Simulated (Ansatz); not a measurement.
Born–Oppenheimer molecular dynamics of a periodic cell of 24 atoms, CaF2 (surface CaF2(001)). It starts from a relaxed structure.

The calculation used Ansatz, DFT r2SCAN, scalar-relativistic, plane waves, PAW. Settings: accuracy low, PAW set soft_1, cutoff 500 eV, k mesh 2x2x1, fermi-dirac smearing 0.05 eV, no spin polarisation.

```
ensemble                      : NVE (velocity Verlet)
time step                     : 2 fs
steps asked                   : 80
starting velocities drawn for : 600 K
atoms held                    : 1, 5, 6, 8, 9, 10
seed                          : 141125
```

Frames 10 fs apart, positions in Å.

Velocities at 60 fs (Å/ps):

```
Ca 0.00 0.00 0.00
F -3.66 -2.43 0.93
F -2.49 1.88 -2.72
Ca 1.24 3.37 -3.10
F 0.00 0.00 0.00
F 0.00 0.00 0.00
Ca 3.78 1.98 -3.13
F 0.00 0.00 0.00
F 0.00 0.00 0.00
Ca 0.00 0.00 0.00
F 2.70 5.24 -4.71
F -2.60 9.86 4.12
Ca 2.77 -1.00 2.28
F 4.15 1.21 1.41
F 3.56 1.24 8.07
Ca 3.33 3.13 1.93
F 2.76 3.75 -4.64
F 0.84 1.17 3.98
Ca -1.10 0.53 0.47
F 8.00 5.58 2.45
F -2.92 5.09 6.41
Ca -3.85 -0.49 1.14
F 0.14 2.65 -6.46
F 2.37 3.64 3.68
```

```xyz
24
Lattice="5.4509 0.0000 0.0000 0.0000 5.4509 0.0000 0.0000 0.0000 21.5392" Properties=species:S:1:pos:R:3 time_fs=60 energy_less_start_eV=0.551 T=364
Ca 2.725 0.000 1.000
F 1.320 4.106 5.230
F 1.531 1.414 5.184
Ca 2.691 2.779 4.039
F 1.363 1.363 2.363
F 1.363 4.088 2.363
Ca -0.036 0.124 4.143
F 4.088 4.088 2.363
F 4.088 1.363 2.363
Ca 0.000 2.725 1.000
F 4.326 1.765 4.969
F 3.928 4.328 5.106
Ca 2.717 0.128 6.819
F 1.342 4.099 10.871
F 1.480 1.456 10.562
Ca 2.874 3.012 9.655
F 1.280 1.329 7.814
F 1.564 4.196 8.175
Ca 0.103 0.095 9.502
F 4.213 4.223 7.807
F 4.057 1.612 7.634
Ca 0.147 2.904 6.832
F 4.181 1.481 10.537
F 4.271 4.158 10.698
24
Lattice="5.4509 0.0000 0.0000 0.0000 5.4509 0.0000 0.0000 0.0000 21.5392" Properties=species:S:1:pos:R:3 time_fs=70 energy_less_start_eV=0.432 T=415
Ca 2.725 0.000 1.000
F 1.278 4.090 5.238
F 1.504 1.420 5.157
Ca 2.705 2.821 4.003
F 1.363 1.363 2.363
F 1.363 4.088 2.363
Ca 0.006 0.141 4.105
F 4.088 4.088 2.363
F 4.088 1.363 2.363
Ca 0.000 2.725 1.000
F 4.357 1.812 4.931
F 3.902 4.434 5.146
Ca 2.748 0.112 6.838
F 1.385 4.119 10.877
F 1.517 1.470 10.635
Ca 2.901 3.033 9.677
F 1.300 1.374 7.779
F 1.565 4.202 8.197
Ca 0.094 0.100 9.517
F 4.291 4.295 7.845
F 4.022 1.656 7.708
Ca 0.109 2.897 6.840
F 4.185 1.503 10.466
F 4.302 4.207 10.735
24
Lattice="5.4509 0.0000 0.0000 0.0000 5.4509 0.0000 0.0000 0.0000 21.5392" Properties=species:S:1:pos:R:3 time_fs=80 energy_less_start_eV=0.445 T=409
Ca 2.725 0.000 1.000
F 1.231 4.090 5.238
F 1.487 1.407 5.126
Ca 2.722 2.874 3.967
F 1.363 1.363 2.363
F 1.363 4.088 2.363
Ca 0.052 0.153 4.061
F 4.088 4.088 2.363
F 4.088 1.363 2.363
Ca 0.000 2.725 1.000
F 4.392 1.853 4.911
F 3.880 4.542 5.171
Ca 2.781 0.093 6.854
F 1.425 4.157 10.871
F 1.554 1.484 10.690
Ca 2.914 3.037 9.702
F 1.306 1.421 7.772
F 1.556 4.198 8.184
Ca 0.098 0.107 9.549
F 4.359 4.393 7.909
F 3.979 1.690 7.791
Ca 0.075 2.886 6.839
F 4.198 1.515 10.398
F 4.338 4.272 10.772
24
Lattice="5.4509 0.0000 0.0000 0.0000 5.4509 0.0000 0.0000 0.0000 21.5392" Properties=species:S:1:pos:R:3 time_fs=90 energy_less_start_eV=0.598 T=344
Ca 2.725 0.000 1.000
F 1.191 4.099 5.224
F 1.502 1.391 5.087
Ca 2.739 2.930 3.946
F 1.363 1.363 2.363
F 1.363 4.088 2.363
Ca 0.093 0.162 4.019
F 4.088 4.088 2.363
F 4.088 1.363 2.363
Ca 0.000 2.725 1.000
F 4.421 1.896 4.904
F 3.864 4.636 5.165
Ca 2.805 0.082 6.874
F 1.461 4.211 10.863
F 1.586 1.499 10.725
Ca 2.915 3.032 9.724
F 1.303 1.457 7.790
F 1.550 4.186 8.142
Ca 0.126 0.120 9.590
F 4.411 4.495 7.983
F 3.931 1.722 7.864
Ca 0.045 2.878 6.833
F 4.220 1.521 10.352
F 4.363 4.330 10.813
24
Lattice="5.4509 0.0000 0.0000 0.0000 5.4509 0.0000 0.0000 0.0000 21.5392" Properties=species:S:1:pos:R:3 time_fs=100 energy_less_start_eV=0.637 T=327
Ca 2.725 0.000 1.000
F 1.164 4.109 5.195
F 1.556 1.380 5.046
Ca 2.754 2.981 3.949
F 1.363 1.363 2.363
F 1.363 4.088 2.363
Ca 0.121 0.170 3.985
F 4.088 4.088 2.363
F 4.088 1.363 2.363
Ca 0.000 2.725 1.000
F 4.442 1.943 4.904
F 3.857 4.702 5.120
Ca 2.813 0.087 6.903
F 1.493 4.279 10.857
F 1.613 1.513 10.743
Ca 2.907 3.027 9.743
F 1.292 1.472 7.826
F 1.555 4.167 8.080
Ca 0.184 0.140 9.631
F 4.441 4.574 8.043
F 3.885 1.764 7.907
Ca 0.016 2.875 6.829
F 4.248 1.527 10.348
F 4.363 4.367 10.860
24
Lattice="5.4509 0.0000 0.0000 0.0000 5.4509 0.0000 0.0000 0.0000 21.5392" Properties=species:S:1:pos:R:3 time_fs=110 energy_less_start_eV=0.530 T=373
Ca 2.725 0.000 1.000
F 1.154 4.114 5.157
F 1.645 1.379 5.010
Ca 2.767 3.023 3.977
F 1.363 1.363 2.363
F 1.363 4.088 2.363
Ca 0.134 0.182 3.962
F 4.088 4.088 2.363
F 4.088 1.363 2.363
Ca 0.000 2.725 1.000
F 4.459 1.993 4.909
F 3.854 4.741 5.050
Ca 2.807 0.111 6.939
F 1.526 4.350 10.859
F 1.633 1.529 10.750
Ca 2.894 3.024 9.757
F 1.270 1.464 7.872
F 1.571 4.138 8.011
Ca 0.266 0.165 9.671
F 4.445 4.618 8.075
F 3.846 1.822 7.910
Ca -0.007 2.880 6.832
F 4.280 1.539 10.388
F 4.340 4.380 10.908
24
Lattice="5.4509 0.0000 0.0000 0.0000 5.4509 0.0000 0.0000 0.0000 21.5392" Properties=species:S:1:pos:R:3 time_fs=120 energy_less_start_eV=0.490 T=390
Ca 2.725 0.000 1.000
F 1.155 4.110 5.120
F 1.748 1.378 4.986
Ca 2.777 3.055 4.024
F 1.363 1.363 2.363
F 1.363 4.088 2.363
Ca 0.133 0.203 3.954
F 4.088 4.088 2.363
F 4.088 1.363 2.363
Ca 0.000 2.725 1.000
F 4.484 2.037 4.921
F 3.849 4.760 4.977
Ca 2.794 0.153 6.969
F 1.572 4.407 10.871
F 1.651 1.552 10.752
Ca 2.883 3.025 9.769
F 1.234 1.436 7.919
F 1.595 4.102 7.948
Ca 0.351 0.192 9.707
F 4.431 4.626 8.079
F 3.814 1.894 7.876
Ca -0.023 2.896 6.843
F 4.316 1.559 10.463
F 4.306 4.379 10.943
24
Lattice="5.4509 0.0000 0.0000 0.0000 5.4509 0.0000 0.0000 0.0000 21.5392" Properties=species:S:1:pos:R:3 time_fs=130 energy_less_start_eV=0.553 T=363
Ca 2.725 0.000 1.000
F 1.156 4.104 5.097
F 1.845 1.366 4.983
Ca 2.786 3.075 4.078
F 1.363 1.363 2.363
F 1.363 4.088 2.363
Ca 0.123 0.234 3.959
F 4.088 4.088 2.363
F 4.088 1.363 2.363
Ca 0.000 2.725 1.000
F 4.527 2.067 4.938
F 3.841 4.771 4.927
Ca 2.778 0.209 6.986
F 1.638 4.437 10.896
F 1.670 1.586 10.757
Ca 2.879 3.031 9.780
F 1.183 1.394 7.959
F 1.622 4.061 7.902
Ca 0.415 0.217 9.739
F 4.409 4.612 8.061
F 3.782 1.971 7.821
Ca -0.025 2.924 6.858
F 4.355 1.586 10.553
F 4.273 4.371 10.957
24
Lattice="5.4509 0.0000 0.0000 0.0000 5.4509 0.0000 0.0000 0.0000 21.5392" Properties=species:S:1:pos:R:3 time_fs=140 energy_less_start_eV=0.590 T=347
Ca 2.725 0.000 1.000
F 1.146 4.104 5.092
F 1.917 1.332 5.006
Ca 2.797 3.084 4.126
F 1.363 1.363 2.363
F 1.363 4.088 2.363
Ca 0.110 0.273 3.978
F 4.088 4.088 2.363
F 4.088 1.363 2.363
Ca 0.000 2.725 1.000
F 4.591 2.080 4.959
F 3.833 4.789 4.914
Ca 2.763 0.270 6.984
F 1.719 4.441 10.931
F 1.690 1.630 10.770
Ca 2.890 3.042 9.790
F 1.120 1.350 7.983
F 1.652 4.025 7.878
Ca 0.443 0.236 9.774
F 4.387 4.594 8.032
F 3.741 2.040 7.761
Ca -0.011 2.965 6.876
F 4.396 1.617 10.640
F 4.254 4.365 10.947
```

Of the whole run (160 fs, mean temperature of the second half 362 K): The conserved energy stayed within 0.099 meV per atom of its start (net change 0.05 meV per atom), so the integration is sound. A run of 0.16 ps of so small a system gives no equilibrium averages. Limits of this set-up: coarse k mesh, thin slab, slab without dipole correction, a typed lattice constant that wasn't relaxed here, low accuracy level.

Time of the run: 13 min on 4 threads of Arm Neoverse V2, with other jobs on the host, peak memory 2.3 GiB.
